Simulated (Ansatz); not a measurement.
A run of Ansatz 0.2.0 is set up as follows.

The input input.yaml:

```yaml
crystal:
  lattice:
    - [2.735803, 0.0, 0.0]
    - [0.0, 2.735803, 0.0]
    - [0.0, 0.0, 3.58141]
  atoms:
    - { symbol: Ni, position: [0.0, 0.0, 0.0], spin: 1.0 }
    - { symbol: Ti, position: [0.5, 0.5, 0.5], spin: 1.0 }
hamiltonian:
  xc: pbesol
  pseudopotentials: { kind: paw }
magnetization:
  spin_polarized: true
kpoints:
  mp_grid: { grid: [8, 8, 6] }
scf:
  occupations: { method: fermi_dirac, width: 0.05 }
phonons:
  method: dfpt
  qmesh: [2, 2, 2]
  temperatures: { t_max: 1000, t_step: 100 }
  qpath:
    path:
      - [[0.0, 0.0, 0.0], [0.0, 0.5, 0.0], [0.5, 0.5, 0.0], [0.0, 0.0, 0.0], [0.0, 0.0, 0.5], [0.0, 0.5, 0.5], [0.5, 0.5, 0.5], [0.0, 0.0, 0.5]]
      - [[0.0, 0.5, 0.0], [0.0, 0.5, 0.5]]
      - [[0.5, 0.5, 0.0], [0.5, 0.5, 0.5]]
    npoints: 8
```

Potentials or basis: Ansatz PAW.

The run is started by

```console
$ ansatz run input.yaml --threads 2 --pin off --max-ram 5632MiB --backend cpu --events-out ev --progress --plain --runs-dir out
```

(1) Estimate the highest phonon frequency.

(2) Predict the net moment.

(3) What does it give for the absolute moment?

(4) Estimate the band gap on the k mesh.

Results:

(1) 306 cm⁻¹.

(2) 0.00 μB per cell.

(3) 0.00 μB per cell.

(4) none (metal or under the smearing width).

Caveat: the q mesh is small, so phonon branches between its points and thermal values are rough.
